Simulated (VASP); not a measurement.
# Li2O (Fm-3m) in VASP: electric field gradients with revTPSS+D4

Aim: the electric field gradients of Li2O with revTPSS+D4.

All numbers are computed with VASP 6.6.1; they aren't measurements. Logs are shortened: lines on timing, memory, paths and dates and some standing lists are left out, and cuts for length are marked.

## 1. The undisturbed crystal

Symmetry: Fm-3m, No. 225, cubic system. The conventional cell has a = 4.654 Å, b = 4.654 Å, c = 4.654 Å, α = 90.00°, β = 90.00°, γ = 90.00°. O (site symmetry m-3m) has 8 Li at 2.02 Å as nearest neighbours. Li (site symmetry -43m) has 4 O at 2.02 Å as nearest neighbours.

The cell comes from a database or a generator and needn't be the stable form of this composition.

## 2. Electric field gradients, revTPSS+D4 (cell strained at random at fixed volume)

Contents of INCAR:

```
ALGO = Normal ; EDIFF = 1E-8
ENCUT = 600 ; ISIF = 2
ISMEAR = 0 ; IVDW = 13
LASPH = T ; LCHARG = F
LEFG = T ; LMIXTAU = T
LREAL = F ; LWAVE = F
METAGGA = RTPSS ; NELM = 60
PREC = Accurate ; SIGMA = 0.05
VDW_A1 = 0.44880597 ; VDW_A2 = 4.64042317
VDW_S6 = 1.0 ; VDW_S8 = 1.53089454
```

Contents of KPOINTS:

```
k-points
0
Gamma
  10 10 10
```

Contents of POSCAR:

```
Li2O
1.0
    0.0269220000      2.3077860000      2.2753480000
    2.3644060000     -0.0154640000      2.3177350000
    2.3572910000      2.3430570000     -0.0083490000
O Li
1 2
Direct
    0.0000000000      0.0000000000      0.0000000000
    0.2500000000      0.2500000000      0.2500000000
    0.7500000000      0.7500000000      0.7500000000
```

Potentials or basis: VASP PAW PBE potentials, release 64 (O_GW, Li_sv_GW).

On the command line:

```sh
$ cat potpaw_PBE.64/O_GW/POTCAR potpaw_PBE.64/Li_sv_GW/POTCAR > POTCAR
$ mpirun -np 1 vasp_std > vasp.out
```

OUTCAR:

```text
EDIFF = 1E-8
   ENCUT = 600
   ISIF = 2
   ISMEAR = 0
   IVDW = 13
   LASPH = T
   LREAL = F
   METAGGA = RTPSS
   NELM = 60
   PREC = Accurate

 ion  position               nearest neighbor table
   1  0.000  0.000  0.000-   3 1.99   2 1.99
   2  0.250  0.250  0.250-   1 1.99
   3  0.750  0.750  0.750-   1 1.99

  LATTYP: Found a triclinic cell.
 ALAT       =     5.7468059864
 B/A-ratio  =     0.5764250644
 C/A-ratio  =     0.8169651423
 COS(alpha) =     0.0042349115
 COS(beta)  =     0.4075196439
 COS(gamma) =     0.8703103456

  Lattice vectors:

 A1 = (  -2.3445990000,   4.6817710000,  -2.3684710000)
 A2 = (  -0.0071150000,   2.3585210000,  -2.3260840000)
 A3 = (  -4.6947750000,  -0.0198070000,  -0.0340380000)

Analysis of symmetry for initial positions (statically):
=====================================================================
 Subroutine PRICEL returns:
 Original cell was already a primitive cell.

 Routine SETGRP: Setting up the symmetry group for a
 triclinic supercell.

 Subroutine GETGRP returns: Found  2 space group operations
 (whereof  2 operations were pure point group operations)
 out of a pool of  2 trial point group operations.

The static configuration has the point symmetry S_2 .

Analysis of symmetry for dynamics (positions and initial velocities):
=====================================================================
 Subroutine PRICEL returns:
 Original cell was already a primitive cell.

 Routine SETGRP: Setting up the symmetry group for a
 triclinic supercell.

 Subroutine GETGRP returns: Found  2 space group operations
 (whereof  2 operations were pure point group operations)
 out of a pool of  2 trial point group operations.

The dynamic configuration has the point symmetry S_2 .

 Subroutine INISYM returns: Found  2 space group operations
 (whereof  2 operations are pure point group operations),
 and found     1 'primitive' translations

----------------------------------------------------------------------------------------

                                     Primitive cell

  volume of cell :      25.1964

  direct lattice vectors                    reciprocal lattice vectors
     0.026922000  2.307786000  2.275348000    -0.215525487  0.217623417  0.221317400
[... 143 lines left out ...]
 Fermi energy:         0.6978993158

 k-point     1 :       0.0000    0.0000    0.0000
  band No.  band energies     occupation
      1     -43.7958      2.00000
      2     -43.5084      2.00000
      3     -15.7871      2.00000
      4       0.2841      2.00000
      5       0.2955      2.00000
      6       0.3645      2.00000
      7       5.3036      0.00000
      8      12.2178      0.00000
      9      12.5048      0.00000
     10      12.8623      0.00000
[... 287 lines left out ...]
 k-point    24 :      -0.3000    0.2000   -0.0000
  band No.  band energies     occupation
      1     -43.6899      2.00000
      2     -43.5906      2.00000
      3     -15.5622      2.00000
      4      -1.9336      2.00000
      5      -0.7031      2.00000
      6      -0.2122      2.00000
      7       8.0948      0.00000
      8      10.5745      0.00000
      9      13.3918      0.00000
     10      13.7673      0.00000

 [... further k-points ...]

------------------------ aborting loop because EDIFF is reached ----------------------------------------

  DFT-D4 for vdW energy calculation

  Edisp (eV):   -0.24611

  FORCE on cell =-STRESS in cart. coord.  units (eV):
  Direction    XX          YY          ZZ          XY          YZ          ZX
  --------------------------------------------------------------------------------------
  -------------------------------------------------------------------------------------
  Total      -1.01081    -0.83020    -0.43654    -0.07417     0.18377    -0.12376
  in kB     -64.27520   -52.79017   -27.75886    -4.71607    11.68532    -7.86953
  external pressure =      -48.27 kB  Pullay stress =        0.00 kB

 VOLUME and BASIS-vectors are now :
 -----------------------------------------------------------------------------
  energy-cutoff  :      600.00
  volume of cell :       25.20
      direct lattice vectors                 reciprocal lattice vectors
     0.026922000  2.307786000  2.275348000    -0.215525487  0.217623417  0.221317400
     2.364406000 -0.015464000  2.317735000     0.212353665 -0.212883280  0.213405628
     2.357291000  2.343057000 -0.008349000     0.213682612  0.211040405 -0.216577357

 POSITION                                       TOTAL-FORCE (eV/Angst)
 -----------------------------------------------------------------------------------
      0.00000      0.00000      0.00000         0.000000      0.000000     -0.000000
      1.18715      1.15884      1.14618         0.002412     -0.003295     -0.005173
      3.56146      3.47653      3.43855        -0.002412      0.003295      0.005173
 -----------------------------------------------------------------------------------
    total drift:                                0.000000      0.000000      0.000000

  FREE ENERGIE OF THE ION-ELECTRON SYSTEM (eV)
  ---------------------------------------------------
  free  energy   TOTEN  =       -21.1848968439 eV

  energy  without entropy=      -21.1848968439  energy(sigma->0) =      -21.18489684

 Electric field gradients (V/A^2)
---------------------------------------------------------------------
 ion       V_xx      V_yy      V_zz      V_xy      V_xz      V_yz
---------------------------------------------------------------------
   1       0.938     0.206    -1.144     1.482     2.570    -3.859
   2      -0.190    -0.057     0.247     0.055     0.093    -0.137
   3      -0.190    -0.057     0.247     0.055     0.093    -0.137
---------------------------------------------------------------------

 Electric field gradients after diagonalization (V/A^2)
 (convention: |V_zz| > |V_xx| > |V_yy|)
----------------------------------------------------------------------
 ion       V_xx      V_yy      V_zz     asymmetry (V_yy - V_xx)/ V_zz
----------------------------------------------------------------------
   1       3.616     2.065    -5.681       0.273
   2      -0.250    -0.059     0.309       0.619
   3      -0.250    -0.059     0.309       0.619
----------------------------------------------------------------------

           NMR quadrupolar parameters

 Cq : quadrupolar parameter    Cq=e*Q*V_zz/h
 eta: asymmetry parameters     (V_yy - V_xx)/ V_zz
 Q  : nuclear electric quadrupole moment in mb (millibarn)
----------------------------------------------------------------------
 ion       Cq(MHz)       eta       Q (mb)
----------------------------------------------------------------------
   1      -0.014       0.273       1.000
   2       0.001       0.619       1.000
   3       0.001       0.619       1.000
----------------------------------------------------------------------
```

stdout:

```text
POSCAR found type information on POSCAR O Li
 POSCAR found :  2 types and       3 ions
 scaLAPACK will be used
 -----------------------------------------------------------------------------
|                                                                             |
|                                                                             |
|     You enforced a specific xc type in the INCAR file but a different       |
|     I HOPE YOU KNOW WHAT YOU ARE DOING!                                     |
|                                                                             |
 -----------------------------------------------------------------------------

 LDA part: xc-table for (None), standard interpolation
 POSCAR, INCAR and KPOINTS ok, starting setup
 FFT: planning ... GRIDC
 FFT: planning ... GRID_SOFT
 FFT: planning ... GRID
 WAVECAR not read
 entering main loop
ion   1
     0.0000293    -0.5026954     1.2993941     0.2541955    -0.8672115    -0.0964237
     0.0000403    -0.5026954     1.2993941     0.2541955    -0.8672114    -0.0964237
     0.0000555    -0.5026954     1.2993941     0.2541955    -0.8672114    -0.0964237
     0.0000765    -0.5026954     1.2993941     0.2541955    -0.8672114    -0.0964237
[... 23 lines left out ...]
     0.0000222    -0.0586515     0.1323675     0.0301190    -0.0918181    -0.0090268
     0.0000306    -0.0586515     0.1323675     0.0301190    -0.0918181    -0.0090268
     0.0000422    -0.0586515     0.1323675     0.0301190    -0.0918181    -0.0090268
     0.0000581    -0.0586515     0.1323675     0.0301190    -0.0918181    -0.0090268
```

Wall time 13 min (1 thread of Intel Xeon Platinum 8488C (Sapphire Rapids), shared host); peak memory 0.31 GiB.

What came out:

- Free energy: -21.1849 eV
- Pressure: -4.8 GPa
- Largest force: 0.007 eV/Å
- Band gap on the k mesh: 4.81 eV, indirect (least direct gap 4.94 eV)
- Dispersion energy per atom: -0.082 eV

Forces in eV/Å, atoms in the order of the input:
```
O    0.000  0.000  0.000
Li   0.002 -0.003 -0.005
Li  -0.002  0.003  0.005
```

Stress tensor (GPa, compression positive):
```
-6.43 -0.47 -0.79
-0.47 -5.28  1.17
-0.79  1.17 -2.78
```

Electric field gradients, principal values (V/Å²):
| atom | Vxx | Vyy | Vzz |
| --- | --- | --- | --- |
| 1 O | 2.065 | 3.616 | -5.681 |
| 2 Li | -0.059 | -0.250 | 0.309 |
| 3 Li | -0.059 | -0.250 | 0.309 |

Caveat: the PAW data sets were made with another functional, which shifts forces and pressure a little. A k mesh can miss the band edges.
